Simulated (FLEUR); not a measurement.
# N (P6_3/mmc) in FLEUR: a series of runs

One crystal, N, is run at these levels: PBE; tasks: equation of state.

Program: FLEUR MaX-R8.1 (later development tree). These are calculated values, not measurements. Logs are shortened: lines on timing, memory, paths and dates and some standing lists are left out, and cuts for length are marked.

## Step 1: Starting point

Symmetry: P6_3/mmc, No. 194, hexagonal system. Conventional cell: a = 2.519 Å, b = 2.519 Å, c = 2.446 Å, α = 90.00°, β = 90.00°, γ = 120.00°. N (site symmetry -6m2) is surrounded by 6 N at 1.90 Å.

The real solid is made of molecules; this cell is a model form.

## Step 2: Equation of state, PBE, 6.32 Å³/atom (volume scaled by 0.94)

Input file inp.xml:

```xml
<?xml version="1.0" encoding="UTF-8" standalone="no"?>
<fleurInput fleurInputVersion="0.39">
   <comment>
      N                                                                                                   
   </comment>
   <calculationSetup>
      <cutoffs Kmax="4.35" Gmax="13.5" GmaxXC="13.5" numbands="0"/>
      <scfLoop itmax="60" minDistance="0.00001" maxIterBroyd="15" imix="Anderson" alpha="0.05" precondParam="0.0" spinf="2.0" sdNocoIR="T"/>
      <coreElectrons ctail="T" frcor="F" kcrel="0" coretail_lmax="0"/>
      <xcFunctional name="pbe" relativisticCorrections="F"/>
      <magnetism jspins="1"/>
      <soc l_soc="F" theta="0.0" phi="0.0" spav="F"/>
      <expertModes spex="0" secvar="F"/>
      <geometryOptimization l_f="F" forcealpha="1.0" forcemix="BFGS" epsdisp="0.0005" epsforce="0.0002"/>
      <ldaU l_linMix="F" mixParam="0.05" spinf="1.0"/>
   </calculationSetup>
   <cell>
      <bzIntegration valenceElectrons="10.0" mode="hist" fermiSmearingEnergy="0.00183747">
         <kPointListSelection listName="default-1"/>
         <!-- k-points included here -->
         <xi:include xmlns:xi="http://www.w3.org/2001/XInclude" href="kpts.xml"> </xi:include>
      </bzIntegration>
      <!-- symmetry operations included here -->
      <xi:include xmlns:xi="http://www.w3.org/2001/XInclude" href="sym.xml"> </xi:include>
      <bulkLattice scale="0.9795861087">
         <bravaisMatrix>
            <row-1>    4.7611154385623573     0.0000000000000000     0.0000000000000000</row-1>
            <row-2>   -2.3805577192811787     4.1232469201516695     0.0000000000000000</row-2>
            <row-3>    0.0000000000000000     0.0000000000000000     4.6222738802238492</row-3>
         </bravaisMatrix>
      </bulkLattice>
   </cell>
   <atomSpecies>
      <species name="Nitrogen (N)" element="N" atomicNumber="7">
         <mtSphere radius="1.61" gridPoints="549" logIncrement="0.019"/>
         <atomicCutoffs lmax="8" lnonsphr="6"/>
         <electronConfig flipSpins="F">
            <coreConfig>(1s1/2)</coreConfig>
            <valenceConfig>(2s1/2) (2p1/2) (2p3/2)</valenceConfig>
            <stateOccupation state="(2p1/2)" spinUp="0.500000" spinDown="0.500000"/>
            <stateOccupation state="(2p3/2)" spinUp="1.000000" spinDown="1.000000"/>
         </electronConfig>
         <energyParameters s="2" p="2" d="3" f="4"/>
         <lo type="SCLO" l="0" n="2" eDeriv="2"/>
         <lo type="SCLO" l="1" n="2" eDeriv="2"/>
         <lo type="SCLO" l="2" n="3" eDeriv="2"/>
      </species>
   </atomSpecies>
   <atomGroups>
      <atomGroup species="Nitrogen (N)">
         <relPos label="                   1">1.000/3.000 -1.000/3.000 -1.000/4.000</relPos>
         <relPos label="                   2">-1.000/3.000 1.000/3.000 1.000/4.000</relPos>
         <force calculate="T" relaxXYZ="TTT"/>
      </atomGroup>
   </atomGroups>
   <output dos="F" band="F" slice="F">
      <checks vchk="F" cdinf="F"/>
      <bandDOS minEnergy="-.5*Htr" maxEnergy="0.5*Htr" sigma="0.015" storeEVData="T"/>
      <vacuumDOS vacdos="F" integ="F" star="F" nstars="0" locx1="0.0" locy1="0.0" locx2="0.0" locy2="0.0" nstm="0" tworkf="0.0"/>
      <unfoldingBand unfoldBand="F" supercellX="1" supercellY="1" supercellZ="1"/>
      <plotting iplot="0" polar="F">
         <plot TwoD="T" vec1="  1.0  0.0  0.0" vec2="  0.0  1.0  0.0" vec3="  0.0  0.0  1.0" zero="  0.0  0.0  0.0" file="plot"/>
      </plotting>
      <chargeDensitySlicing numkpt="0" minEigenval="0.0" maxEigenval="0.0" nnne="0" pallst="F"/>
      <specialOutput eonly="F"/>
      <moessbauerParams electricFieldGradient="T" isomerShift="T" coreHyperfine="T" valenceHyperfine="T"/>
      <magneticCircularDichroism mcd="F" energyLo="-10.0" energyUp="0.0"/>
   </output>
  <!-- We include the file relax.xml here to enable relaxations (see documentation) -->
  <xi:include xmlns:xi="http://www.w3.org/2001/XInclude" href="relax.xml"> <xi:fallback/> </xi:include>
</fleurInput>
```

Potentials or basis: all-electron, FLAPW.

Started as:

```console
$ inpgen -f crystal.txt -profile fastHighL
$ # inp.xml edited to the form shown
$ fleur_MPI
```

Standard output:

```text
Welcome to FLEUR        (www.flapw.de)
      MaX-Release 8.1          (www.max-centre.eu)

 ========== k-point set info ==========
 Selected k-point list: default-1
 k-point list type: mesh
 12 x 12 x 11
 Number of k points: 114

 ------------Calculation Setup---------------------------
 Number of MPI-tasks      :            1
 Number of PE/node        :            1
 Number of OMP-threads    :            1
 Most efficient MPI parallelization for:
           1           2           3           6          19          38          57         114
 Additional eigenvalue parallelization possible
 Number of basis functions:          163
 Approximate size of matrices (H+S) per k-point:         0.000 GB
 --------------------------------------------------------
 Iteration:     1   Distance:       6.76770804 me/bohr^3
 Iteration:     2   Distance:       6.41719800 me/bohr^3
 Iteration:     3   Distance:       1.19109946 me/bohr^3
 Iteration:     4   Distance:       0.53275763 me/bohr^3
 Iteration:     5   Distance:       0.11776870 me/bohr^3
 Iteration:     6   Distance:       0.04480440 me/bohr^3
 Iteration:     7   Distance:       0.01537526 me/bohr^3
 Iteration:     8   Distance:       0.00167639 me/bohr^3
 Iteration:     9   Distance:       0.00060621 me/bohr^3
 Iteration:    10   Distance:       0.00008203 me/bohr^3
 Iteration:    11   Distance:       0.00003944 me/bohr^3
 Iteration:    12   Distance:       0.00000275 me/bohr^3

 ********************************************************************
 Run finished successfully
 Stop message:
   all done
 ********************************************************************
```

out.xml (last iteration):

```text
<iteration numberForCurrentRun="   12" overallNumber="   12">
         <energyParameters units="Htr">
            <atomicEP atomType="1" spin="1" branch="2s" branchLowest="-13.59" branchHighest="0.80" value="-0.2498368976"/>
            <atomicEP atomType="1" spin="1" branch="2p" branchLowest="-9.99" branchHighest="1.09" value="0.1088395257"/>
            <atomicEP atomType="1" spin="1" branch="3d" branchLowest="-9.99" branchHighest="4.71" value="0.3987876827"/>
            <atomicEP atomType="1" spin="1" branch="4f" branchLowest="-9.99" branchHighest="8.10" value="0.5595146065"/>
            <loAtomicEP atomType="1" spin="1" branch="2s" branchLowest="-13.59" branchHighest="0.80" value="-0.2498368976"/>
            <loAtomicEP atomType="1" spin="1" branch="2p" branchLowest="-9.99" branchHighest="1.09" value="0.1087276312"/>
            <loAtomicEP atomType="1" spin="1" branch="3d" branchLowest="-9.99" branchHighest="4.71" value="0.3987887651"/>
         </energyParameters>
         <eigenvalues>
            <eigenvaluesAt spin="1" ikpt="1" k_x="0.00000000" k_y="0.00000000" k_z="0.00000000">
                      -0.4947494689        0.1581857595        0.1605098870        0.2560268089        0.2560268089
                       0.4586011242        0.4586011242        0.5926092804        0.8867821975
            </eigenvaluesAt>
            <eigenvaluesAt spin="1" ikpt="2" k_x="0.00000000" k_y="0.00000000" k_z="0.09090909">
                      -0.4883031448        0.0746485001        0.2319926739        0.2608262114        0.2608262114
                       0.4566858720        0.4566858720        0.5850800854        0.9119450635
            </eigenvaluesAt>
            <eigenvaluesAt spin="1" ikpt="3" k_x="0.00000000" k_y="0.00000000" k_z="0.18181818">
                      -0.4690189759       -0.0159248676        0.2744588919        0.2744588919        0.2908701113
                       0.4496673773        0.4496673773        0.5648036749        0.9813202613
            </eigenvaluesAt>
            <eigenvaluesAt spin="1" ikpt="4" k_x="0.00000000" k_y="0.00000000" k_z="0.27272727">
                      -0.4370514772       -0.1062438173        0.2961890150        0.2961890150        0.3389930501
                       0.4361519879        0.4361519879        0.5349154948        1.0758621628
            </eigenvaluesAt>
         </eigenvalues>
         <bandgap value="0.0090723521" units="eV"/>
         <sumValenceSingleParticleEnergies value="0.2746052577" units="Htr"/>
         <FermiEnergy value="0.3521632476" units="Htr"/>
         <valenceDensity>
            <mtCharges spin="1">
               <mtCharge atomType="1" total="3.7034661" s="1.4789915" p="2.1650427" d="0.0507949" f="0.0074230"/>
            </mtCharges>
            <spinDependentCharge spin="1" total="10.0000000" interstitial="2.5930678" mtSpheres="7.4069322"/>
            <totalCharge value="10.0000000000"/>
         </valenceDensity>
         <coreStates atomType="     1" atomicNumber="  7" spin="1" kinEnergy="     44.1153820664" eigValSum="    -27.1779375488" lostElectrons=" 0.000001">
            <state n="1" l="0" j="0.5" energy="-13.5889687744" weight="1.0000000000"/>
         </coreStates>
         <allElectronCharges>
            <spinDependentCharge spin="1" total="14.0000000" interstitial="2.5930706" mtSpheres="11.4069294"/>
            <totalCharge value="13.9999999982"/>
         </allElectronCharges>
         <moessbauerParams unitsHFF="kG" unitsIS="e/bohr^3" unitsEFG="Htr/bohr^2">
            <coreIsomerShift atomType="1" isTotal="201.02852">
               <shell n="1" l="0" isomerShift="201.02852"/>
            </coreIsomerShift>
            <isomerShift atomType="1" nucleusRadius="0.0000569" averageDensity="211.85618"/>
            <electricFieldGradient atomType="1" VXX="-0.13310" VYY="-0.13310" VZZ="0.26620" asymParam="0.00000">
            </electricFieldGradient>
         </moessbauerParams>
         <totalEnergy                                    value="     -109.2466291954" units="Htr">
            <sumOfEigenvalues                            value="      -54.0812698398">
               <coreElectrons value="-54.3558750975"/>
               <valenceElectrons value="0.2746052577"/>
            </sumOfEigenvalues>
            <densityCoulombPotentialIntegral value="-145.8916007233"/>
            <densityEffectivePotentialIntegral value="-163.2848869680"/>
            <chargeDenXCDenIntegral value="-13.5281569158"/>
            <FockExchangeEnergyValence value="0.0000000000"/>
            <FockExchangeEnergyCore value="0.0000000000"/>
            <atomTypeDependentContributions atomType="1">
               <electronNucleiInteractionDifferentMTs value="124.6250590339"/>
               <MadelungTerm value="-7.3512300123"/>
            </atomTypeDependentContributions>
            <tkbTimesEntropy value="0.0002748524"/>
            <freeEnergy value="-109.2469040478"/>
            <extrapolationTo0K value="-109.2467666216"/>
         </totalEnergy>
         <densityConvergence units="me/bohr^3">
            <chargeDensity spin="1" distance="0.0000027492"/>
         </densityConvergence>
      </iteration>
```

Wall time 10 s (1 thread of Arm Neoverse V1, shared host); peak memory 0.05 GiB.

What came out:

* Free energy: -2972.7597 eV
* Band gap on the k mesh: none (metal or under the smearing width)
* Valence electrons inside the program's atomic spheres: N 3.70 (radii N 1.61 bohr)

## Step 3: Equation of state, PBE, 6.45 Å³/atom (volume scaled by 0.96)

Changes to inp.xml since step 2:

```diff
@@ -24,3 +24,3 @@
       <xi:include xmlns:xi="http://www.w3.org/2001/XInclude" href="sym.xml"> </xi:include>
-      <bulkLattice scale="0.9795861087">
+      <bulkLattice scale="0.9864848297">
          <bravaisMatrix>
```

Potentials or basis: all-electron, FLAPW.

Started as:

```console
$ inpgen -f crystal.txt -profile fastHighL
$ # inp.xml edited to the form shown
$ fleur_MPI
```

Wall time 10 s (1 thread of Arm Neoverse V1, shared host); peak memory 0.05 GiB.

The run converged. Its results:

```yaml
Free_energy: -2972.7971 eV
Band_gap_on_the_k_mesh: none (metal or under the smearing width)
Valence_electrons_inside_the_program's_atomic_spheres: N 3.69 (radii N 1.61 bohr)
```

## Step 4: Equation of state, PBE, 6.59 Å³/atom (volume scaled by 0.98)

Changes to inp.xml since step 3:

```diff
@@ -24,3 +24,3 @@
       <xi:include xmlns:xi="http://www.w3.org/2001/XInclude" href="sym.xml"> </xi:include>
-      <bulkLattice scale="0.9864848297">
+      <bulkLattice scale="0.9932883884">
          <bravaisMatrix>
```

Started as:

```console
$ inpgen -f crystal.txt -profile fastHighL
$ # inp.xml edited to the form shown
$ fleur_MPI
```

Run time: 10 s. Hardware: 1 thread of Arm Neoverse V1, shared host; peak memory 0.05 GiB.

Results (log left out):

| Item | Value |
| --- | --- |
| Free energy | -2972.8262 eV |
| Band gap on the k mesh | none (metal or under the smearing width) |
| Valence electrons inside the program's atomic spheres | N 3.67 (radii N 1.61 bohr) |

## Step 5: Equation of state, PBE, 6.72 Å³/atom

Changes to inp.xml since step 4:

```diff
@@ -24,3 +24,3 @@
       <xi:include xmlns:xi="http://www.w3.org/2001/XInclude" href="sym.xml"> </xi:include>
-      <bulkLattice scale="0.9932883884">
+      <bulkLattice scale="1.0000000000">
          <bravaisMatrix>
```

Started as:

```console
$ inpgen -f crystal.txt -profile fastHighL
$ # inp.xml edited to the form shown
$ fleur_MPI
```

Run time: 9.8 s. Hardware: 1 thread of Arm Neoverse V1, shared host; peak memory 0.05 GiB.

Results (log left out):

```
Free energy                                           : -2972.8471 eV
Band gap on the k mesh                                : none (metal or under the smearing width)
Valence electrons inside the program's atomic spheres : N 3.66 (radii N 1.61 bohr)
```

## Step 6: Equation of state, PBE, 6.86 Å³/atom (volume scaled by 1.02)

Changes to inp.xml since step 5:

```diff
@@ -24,3 +24,3 @@
       <xi:include xmlns:xi="http://www.w3.org/2001/XInclude" href="sym.xml"> </xi:include>
-      <bulkLattice scale="1.0000000000">
+      <bulkLattice scale="1.0066227096">
          <bravaisMatrix>
```

Potentials or basis: all-electron, FLAPW.

Started as:

```console
$ inpgen -f crystal.txt -profile fastHighL
$ # inp.xml edited to the form shown
$ fleur_MPI
```

It took 10 s on 1 thread of Arm Neoverse V1, shared host; peak memory 0.05 GiB.

The run converged. Its results:

- Free energy: -2972.8605 eV
- Band gap on the k mesh: none (metal or under the smearing width)
- Valence electrons inside the program's atomic spheres: N 3.64 (radii N 1.61 bohr)

## Step 7: Equation of state, PBE, 6.99 Å³/atom (volume scaled by 1.04)

Changes to inp.xml since step 6:

```diff
@@ -24,3 +24,3 @@
       <xi:include xmlns:xi="http://www.w3.org/2001/XInclude" href="sym.xml"> </xi:include>
-      <bulkLattice scale="1.0066227096">
+      <bulkLattice scale="1.0131594038">
          <bravaisMatrix>
```

Started as:

```console
$ inpgen -f crystal.txt -profile fastHighL
$ # inp.xml edited to the form shown
$ fleur_MPI
```

Wall time 10 s (1 thread of Arm Neoverse V1, shared host); peak memory 0.05 GiB.

Results (log left out):

```
Free energy                                           : -2972.8666 eV
Band gap on the k mesh                                : none (metal or under the smearing width)
Valence electrons inside the program's atomic spheres : N 3.63 (radii N 1.61 bohr)
```

## Step 8: Equation of state, PBE, 7.13 Å³/atom (volume scaled by 1.06)

Changes to inp.xml since step 7:

```diff
@@ -24,3 +24,3 @@
       <xi:include xmlns:xi="http://www.w3.org/2001/XInclude" href="sym.xml"> </xi:include>
-      <bulkLattice scale="1.0131594038">
+      <bulkLattice scale="1.0196128224">
          <bravaisMatrix>
```

Started as:

```console
$ inpgen -f crystal.txt -profile fastHighL
$ # inp.xml edited to the form shown
$ fleur_MPI
```

It took 10 s on 1 thread of Arm Neoverse V1, shared host; peak memory 0.05 GiB.

The run converged. Its results:

| Quantity | Value |
| --- | --- |
| Free energy | -2972.8668 eV |
| Band gap on the k mesh | none (metal or under the smearing width) |
| Valence electrons inside the program's atomic spheres | N 3.62 (radii N 1.61 bohr) |

## Step 9: Equation of state, PBE

Potentials or basis: all-electron, FLAPW.

This step only gathers the single runs of the series.

What came out:

- Equilibrium volume: 7.06 Å³/atom
- Bulk modulus at fixed shape and positions: 195 GPa
- Pressure derivative of the bulk modulus: 2.9 (rough: it moves with the points fitted)

Energy against volume, from the lowest point:
```csv
volume (Å³/atom),energy (meV/atom)
6.320,53.55
6.454,34.83
6.589,20.31
6.723,9.86
6.858,3.17
6.992,0.10
7.127,0.00
```

Caveat: the cell was scaled at fixed shape and fractional positions, which overstates the stiffness of a crystal with free parameters, most of all of layers and chains.
